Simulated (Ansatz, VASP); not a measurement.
## One calculation of GaP, two programs

INCAR

```
PREC     = Accurate       # precision mode
ENCUT    = 520            # plane-wave cutoff, eV
EDIFF    = 1E-6           # SCF threshold, eV
ISMEAR   = 0              # smearing method
SIGMA    = 0.05           # smearing width, eV
LREAL    = False          # projectors in reciprocal space
LASPH    = True           # aspherical terms in the spheres
NELM     = 80             # most SCF steps
ALGO     = Normal         # electronic algorithm
ISIF     = 2              # what is computed and relaxed
LWAVE    = False          # write WAVECAR
LCHARG   = True           # write CHGCAR
GGA      = PE             # functional
LELF     = True           # ELF
LVHAR    = True         
NBANDS   = 16             # bands
```

The input KPOINTS:

```
regular mesh
0
Gamma
  8 8 8
```

The input POSCAR:

```
GaP
1.0
    0.0000000000      2.6026137500      2.7252500000
    2.7252500000      0.0000000000      2.7252500000
    2.7252500000      2.6026137500      0.0000000000
Ga P
1 1
Direct
    0.0000000000      0.0000000000      0.0000000000
    0.7500000000      0.7500000000      0.7500000000
```

Input for Ansatz:

```yaml
crystal:
  lattice:
    - [0.0, 2.60261375, 2.72525]
    - [2.72525, 0.0, 2.72525]
    - [2.72525, 2.60261375, 0.0]
  atoms:
    - { symbol: Ga, position: [0.0, 0.0, 0.0] }
    - { symbol: P, position: [0.75, 0.75, 0.75] }
basis:
  ecutwfc: 420
kpoints:
  mp_grid: { grid: [8, 8, 8] }
hamiltonian:
  xc: pbe
scf:
  occupations: { method: gaussian, width: 0.05 }
output:
  forces: true
  stress: true
  eigenvalues: true
```

Change from the starting cell: strain -0.0450 x Voigt [0, 1, 0, 0, 0, 0], atoms carried along.

Alike in both runs: task single point; functional PBE; k mesh 8 × 8 × 8; occupations gaussian, width 0.05 eV; no spin polarisation.

```csv
,VASP,Ansatz
version,VASP 6.6.1,Ansatz 0.2.0
potentials or method,"VASP PAW PBE potentials, release 64 (Ga_d, P)","scalar-relativistic, plane waves, PAW"
plane-wave cutoff (eV),520,420
valence electrons in the cell,18,18
```

```tsv
	VASP	Ansatz	Ansatz less VASP
gap on the k mesh at the Fermi level (eV)	1.12	1.12	0.000
least direct gap on the mesh (eV)	2.03	2.03	0.000
pressure (GPa)	6.8	6.9	+0.12
largest component of the traceless stress (GPa)	2.05	2.04	-0.008
```

With one functional, cell and mesh, what is left measures potentials, basis and numerics.

A k mesh can miss the band edges.
